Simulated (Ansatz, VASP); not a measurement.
**One calculation of CdTe, two programs**

```
Cd Te
1.0
     0.00000    3.31002    3.31002
     3.31002    0.00000    3.31002
     3.31002    3.31002    0.00000
Cd Te
1 1
Cartesian
  0.0000 0.0000 0.0000
  1.6550 1.6550 1.6550
```

Alike in both runs: functional PBE; k mesh 8 × 8 × 8; occupations gaussian, width 0.02 eV; no spin polarisation.

Ansatz relaxed the structure, and its values are those at the end. VASP's run is a single point on that final structure, the one shown.

```csv
,VASP,Ansatz
version,VASP 6.6.1,Ansatz 0.2.0
potentials or method,"VASP PAW PBE potentials, release 64 (Cd, Te)","scalar-relativistic, plane waves, PAW"
plane-wave cutoff (eV),520,420
valence electrons in the cell,18,36
```

VASP gave:

* gap on the k mesh at the Fermi level (eV): 0.58
* least direct gap on the mesh (eV): 0.58
* pressure (GPa): 0.1

**Question.** Which values does Ansatz return?

**Answer.** gap on the k mesh at the Fermi level (eV): 0.58; least direct gap on the mesh (eV): 0.58; pressure (GPa): 0.0.

The two sets of potentials don't hold the same shells in valence.

Caveats: spin-orbit coupling is left out, which moves the levels of the heavy elements. PBE gaps usually lie below the measured ones, often by a third to a half.
